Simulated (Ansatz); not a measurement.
**AlGa3As4 (ordering on zincblende) by several functionals**

All numbers come from the PAW code Ansatz. All values are calculated for a non-magnetic cell, which may be hypothetical.

An ordered 8-atom cell of AlGa3As4 on the zincblende lattice (P-43m), relaxed with r2SCAN. The symmetry is P-43m (No. 215, cubic); conventional cell a = 5.670 Å, 22.79 Å³ an atom. Al is surrounded by 4 As at 2.45 Å; As is surrounded by 1 Al at 2.45 Å and 3 Ga at 2.46 Å; Ga is surrounded by 4 As at 2.46 Å.

```
Al As Ga
1.0
     5.67003    0.00000    0.00000
     0.00000    5.67003    0.00000
     0.00000    0.00000    5.67003
Al As Ga
1 4 3
Direct
  0.00000 0.00000 0.00000
  0.24974 0.24974 0.24974
  0.75026 0.75026 0.24974
  0.75026 0.24974 0.75026
  0.24974 0.75026 0.75026
  0.50000 0.50000 0.00000
  0.50000 0.00000 0.50000
  0.00000 0.50000 0.50000
```

Relaxed lattice by functional, symmetry kept:
```
functional  k mesh  a (Å)  volume (Å³/atom)
       PBE   4×4×4  5.740             23.64
    r2SCAN   4×4×4  5.670             22.79
```

On this one geometry the levels give:
```csv
level,k mesh,gap (eV),kind,edges,least direct gap (eV)
PBE,4×4×4,0.80,direct,Γ,0.80
PBE+SOC,4×4×4,0.70,direct,Γ,0.70
r2SCAN,4×4×4,1.30,direct,Γ,1.30
HSE06,4×4×4,1.67,direct,Γ,1.67
PBE0,4×4×4,2.25,direct,Γ,2.25
```
PBE, PBE+SOC: smearing of 0.02 eV; the others have fixed occupations.
Wave cutoffs: 420 eV, 500 eV (r2SCAN).

HSE06 gives a direct gap of 1.67 eV at Γ. Spin-orbit coupling changes the PBE gap by -0.10 eV, to 0.70 eV; at Γ the threefold valence level splits into a fourfold and a twofold level 0.32 eV apart, the fourfold one on top.

r2SCAN covers 57 % of the step from PBE to HSE06. For gaps to 0.1 eV, spin-orbit coupling (up to 0.10 eV here) has to be included. All these functionals give a gap of the same kind, direct.

r2SCAN (ground state on 4×4×4): ε∞: 10.63 in all directions. Born charges, averaged over directions: Al +2.02, As -2.16, Ga +2.20 e. The program notes that the ground state's band table doesn't vouch for all the bands that the response reads.

Only the levels marked +SOC include spin-orbit coupling.

The meshes of the hybrids are coarse, so their gaps aren't converged to the digits shown.
